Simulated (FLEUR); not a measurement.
# MnO under changes of volume

One of the cells (10.999 Å³/atom); the others are scaled copies at fixed shape and fractional positions:

```xyz
2
Lattice="0.0000 2.2239 2.2239 2.2239 0.0000 2.2239 2.2239 2.2239 0.0000" Properties=species:S:1:pos:R:3 pbc="T T T"
Mn    0.0000    0.0000    0.0000
O     2.2239    2.2239    2.2239
```

The cell is a database's computed one.

| Item | Value |
| --- | --- |
| Program | FLEUR MaX-R8.1 (later development tree) |
| Functional | PBEsol |
| Potentials or basis | all-electron |
| Basis | FLAPW |
| Kmax | 4.58 1/bohr |
| k mesh | 10 × 10 × 10 |
| Occupations | fermi-dirac, width 0.05 eV |
| Spin | collinear spin, ferromagnetic start |
| Starting moments | [4.0, 0.0] μB |

```tsv
volume (Å³/atom)	energy over the lowest point (meV/atom)	moment (μB per cell)
10.339	0.00	4.53
10.559	?	?
10.779	11.36	4.68
10.999	19.78	4.77
11.219	30.41	4.80
11.439	44.69	4.82
11.659	61.01	4.86
```

**Question.** What does the run at 10.559 Å³/atom give?

**Answer.** Energy over the lowest point 4.39 meV/atom; moment 4.61 μB per cell.

Worked out: A Birch-Murnaghan fit of order 3 (a polynomial in V^(-2/3)) to the other rows has no minimum within the range. It gives 4.88 meV/atom at 10.559 Å³/atom, against the run's 4.39. A parabola through the other rows of the moment, of slope 0.369 μB per Å³/atom there, gives 4.62 μB, against the run's 4.61.

Energies are extrapolated to zero smearing.

Caveats: a cell with one magnetic atom can't hold antiferromagnetic order, which such compounds often take.
